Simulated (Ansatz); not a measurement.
A relaxation computed with Ansatz, from input to last step.

```yaml
crystal:
  lattice:
    - [4.5726133119, 0.0, 0.0722917326]
    - [0.0, 3.0804226928, 0.0]
    - [-0.0723084669, 0.0, 4.5726130473]
  atoms:
    - { symbol: V, position: [0.0, 0.0, 0.0], spin: 0.95 }
    - { symbol: V, position: [0.5, 0.5, 0.5], spin: 0.95 }
    - { symbol: O, position: [0.7989819269, 0.5, 0.2010180731] }
    - { symbol: O, position: [0.2010180731, 0.5, 0.7989819269] }
    - { symbol: O, position: [0.7010187914, 0.0, 0.7010187914] }
    - { symbol: O, position: [0.2989812086, 0.0, 0.2989812086] }
basis:
  ecutwfc: 420
kpoints:
  mp_grid: { grid: [6, 10, 6] }
hamiltonian:
  xc: pbe
  hubbard: { sites: [{ species: V, l: d, u_eff: 3.25 }] }
scf:
  occupations: { method: gaussian, width: 0.02 }
output:
  forces: true
  stress: true
  eigenvalues: true
  populations: true
  write_density: true
  write_potential: true
  elf: true
  volumetric_format: npy
magnetization:
  spin_polarized: true
relax:
  adjacent_minimum: "off"
  f_tol: 0.01
  max_steps: 30
  cell: { stress_tol: 0.1, fix: [volume] }
```

```bash
ansatz run input.yaml --threads 1 --pin off --max-ram 2560MiB --backend cpu --events-out ev --progress --plain --runs-dir out
```

All numbers below come from DFT PBE+U, scalar-relativistic, plane waves, PAW in Ansatz.

The volume is held at 1.06 times that of the relaxed cell.

Of 4 frames 3 are shown, positions in Å and forces in eV/Å; the SCF threshold varies from step to step. Steps run on the plane waves of an earlier cell, with a Pulay correction in the pressure. The basis is chosen afresh for the last frame, the zero of the energies, and at times for earlier ones too; energy and pressure step there, also at an unchanged geometry.

```xyz
6
Lattice="4.5726 0.0000 0.0723 0.0000 3.0804 0.0000 -0.0723 0.0000 4.5726" Properties=species:S:1:pos:R:3:forces:R:3 pbc="T T T" step=1 free_energy_over_end_meV_per_atom=0.06 pressure_GPa=-12.02
V     0.0000    0.0000    0.0000    0.0000    0.0000    0.0000
V     2.2502    1.5402    2.3225    0.0000    0.0000    0.0000
O     3.6389    1.5402    0.9769    0.0162    0.0000   -0.0157
O     0.8614    1.5402    3.6680   -0.0162    0.0000    0.0157
O     3.1548    0.0000    3.2562   -0.0157    0.0000   -0.0162
O     1.3455    0.0000    1.3887    0.0157    0.0000    0.0162
6
Lattice="4.5751 0.0000 0.0723 0.0000 3.0770 0.0000 -0.0723 0.0000 4.5751" Properties=species:S:1:pos:R:3:forces:R:3 pbc="T T T" step=2 free_energy_over_end_meV_per_atom=0.04 pressure_GPa=-12.00
V     0.0000    0.0000    0.0000    0.0000    0.0000    0.0000
V     2.2514    1.5385    2.3237    0.0000    0.0000    0.0000
O     3.6406    1.5385    0.9778    0.0215    0.0000   -0.0209
O     0.8622    1.5385    3.6697   -0.0215    0.0000    0.0209
O     3.1568    0.0000    3.2583   -0.0209    0.0000   -0.0215
O     1.3460    0.0000    1.3892    0.0209    0.0000    0.0215
6
Lattice="4.5771 0.0000 0.0724 0.0000 3.0744 0.0000 -0.0724 0.0000 4.5771" Properties=species:S:1:pos:R:3:forces:R:3 pbc="T T T" step=4 free_energy_over_end_meV_per_atom=0.00 pressure_GPa=-11.98
V     0.0000    0.0000    0.0000    0.0000    0.0000    0.0000
V     2.2524    1.5372    2.3247    0.0000    0.0000    0.0000
O     3.6436    1.5372    0.9768    0.0096    0.0000   -0.0093
O     0.8612    1.5372    3.6726   -0.0096    0.0000    0.0093
O     3.1568    0.0000    3.2583   -0.0093    0.0000   -0.0096
O     1.3479    0.0000    1.3912    0.0093    0.0000    0.0096
```

It took 55 s on 1 thread of Intel(R) Xeon(R) 6975P-C (Granite Rapids), with other jobs on the host, peak memory 0.66 GiB.

The state reached may not be the lowest one. Moments started parallel, and an antiferromagnetic order may lie lower.